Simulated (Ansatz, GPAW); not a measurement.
## W: 3 runs at one level of theory

```
W
1.0
    -1.58234    1.58234    1.58234
     1.58234   -1.58234    1.58234
     1.58234    1.58234   -1.58234
W
1
Cartesian
  0.0000 0.0000 0.0000
```

Alike in all runs: task single point; functional PBE; k mesh 12 × 12 × 12; occupations gaussian, width 0.016 eV; no spin polarisation; no spin-orbit coupling. Pressure is positive in compression and, in plane waves, holds the error of the finite cutoff, which Ansatz's Pulay term estimates and takes out.

```
                        program and potentials  plane-wave cutoff (eV)                             notes  band gap (eV)  pressure (GPa)
                            Ansatz, Ansatz PAW                     420  Pulay term of +0.08 GPa included         no gap            6.04
Ansatz, all-electron LAPW, scalar-relativistic                       -                                 -         no gap            6.11
    GPAW, GPAW PAW data sets (gpaw-data 1.2.1)                     600                                 -         no gap            5.85
```

None finds a gap. The pressure spans 5.85 (GPAW, GPAW PAW data sets (gpaw-data 1.2.1)) to 6.11 GPa (Ansatz, all-electron LAPW, scalar-relativistic), with all-electron results at 6.11.

The functional is the same throughout but for its coding, so the spread measures potentials, basis and numerics; runs on potential files found faulty are left out.
